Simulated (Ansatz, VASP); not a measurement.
**One calculation of GaSb, two programs**

INCAR

```
SYSTEM = GaSb
ALGO = Normal
EDIFF = 1E-7
ENCUT = 520
GGA = PS
ISIF = 2
ISMEAR = -1
LASPH = .TRUE.
LCHARG = .FALSE.
LREAL = .FALSE.
LWAVE = .FALSE.
NBANDS = 16
NELM = 80
PREC = Accurate
SIGMA = 0.05
```

Contents of KPOINTS:

```
k-points
0
G
  10 10 10
  0 0 0
```

POSCAR

```
GaSb
1.0
   -1.5348727331      2.6388498790      2.8542093822
    1.5348727331     -2.6388498790      2.8542093822
    1.5348727331      2.6388498790     -2.8542093822
Sb Ga
1 1
Direct
    0.5000000000      0.5000000000      0.0000000000
    0.0000000000      0.0000000000      0.0000000000
```

Contents of input.yaml:

```yaml
crystal:
  lattice:
    - [-1.5348727331, 2.638849879, 2.8542093822]
    - [1.5348727331, -2.638849879, 2.8542093822]
    - [1.5348727331, 2.638849879, -2.8542093822]
  atoms:
    - { symbol: Sb, position: [0.5, 0.5, 0.0] }
    - { symbol: Ga, position: [0.0, 0.0, 0.0] }
kpoints:
  mp_grid: { grid: [10, 10, 10] }
scf:
  occupations: { method: fermi_dirac, width: 0.05 }
hamiltonian:
  xc: pbesol
  pseudopotentials: { kind: all_electron, lapw: { basis_error: 0.001 } }
output:
  forces: true
  stress: true
  eigenvalues: true
```

Change from the starting cell: volume scaled by 0.96.

Alike in both runs: task single point; functional PBEsol; k mesh 10 × 10 × 10; occupations fermi-dirac, width 0.05 eV; no spin polarisation.

|  | VASP | Ansatz |
| --- | --- | --- |
| version | VASP 6.6.1 | Ansatz 0.2.0 |
| potentials or method | VASP PAW PBE potentials, release 64 (Sb, Ga_d) | all-electron LAPW, scalar-relativistic |
| plane-wave cutoff (eV) | 520 | see its input |

Ansatz gave:

- gap on the k mesh at the Fermi level (eV): none
- pressure (GPa): -0.9
- largest component of the traceless stress (GPa): 1.16

Q: Estimate VASP's values.

A: gap on the k mesh at the Fermi level (eV): none; pressure (GPa): -0.9; largest component of the traceless stress (GPa): 1.17.

A gap of «none» marks a metal or a gap that the smearing closes. Ansatz ran all-electron here, so the differences hold the error of VASP's frozen core and of both bases.

Caveats: the PAW data sets were made with another functional, which shifts forces and pressure a little (VASP). The runs have no spin-orbit coupling, so splittings on Sb are missing.
